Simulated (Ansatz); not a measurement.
**Random displacements in TiAl$_{3}$**

The calculation used Ansatz 0.2.0, DFT PBEsol, scalar-relativistic, plane waves, PAW. The runs took a 420 eV cutoff, a Γ-centred 12×12×12 mesh and Gaussian smearing (0.15 eV). No spin polarisation. Energies are free energies at this smearing, counted from the undisturbed cell; pressure is positive in compression.

Zero of the scan (relaxed at this level; this form isn't the usual structure):

```
Ti Al
1.0
     3.94834    0.00000    0.00000
     0.00000    3.94834    0.00000
     0.00000    0.00000    3.94834
Ti Al
1 3
Cartesian
  0.0000 0.0000 0.0000
  1.9742 1.9742 0.0000
  1.9742 0.0000 1.9742
  0.0000 1.9742 1.9742
```

The atoms are displaced (Å, in the unstrained cell):

```tsv
atom	ux	uy	uz
Ti1	-0.064	0.034	0.004
Al2	0.072	-0.042	-0.054
Al3	-0.034	0.060	0.008
Al4	0.026	-0.052	0.042
```

Strain (Voigt, engineering shear): (0.0015, 0.0125, -0.0118, -0.0071, 0.0221, 0.0052).

(1) What are the energy change, the stress and the forces?

Results:

(1) ΔE = 39.6 meV/atom; stress (xx, yy, zz, yz, xz, xy; compression positive) (1.04, -0.38, 2.14, 0.81, -2.11, -1.10) GPa.
```tsv
atom	Fx (eV/Å)	Fy	Fz
Ti1	0.75	-0.66	0.07
Al2	-0.76	0.65	0.59
Al3	0.08	-0.67	-0.19
Al4	-0.07	0.68	-0.47
```

Cost: 1 run of about 0.57 core-minutes, on Intel Xeon 6975P-C (Granite Rapids) (shared hosts).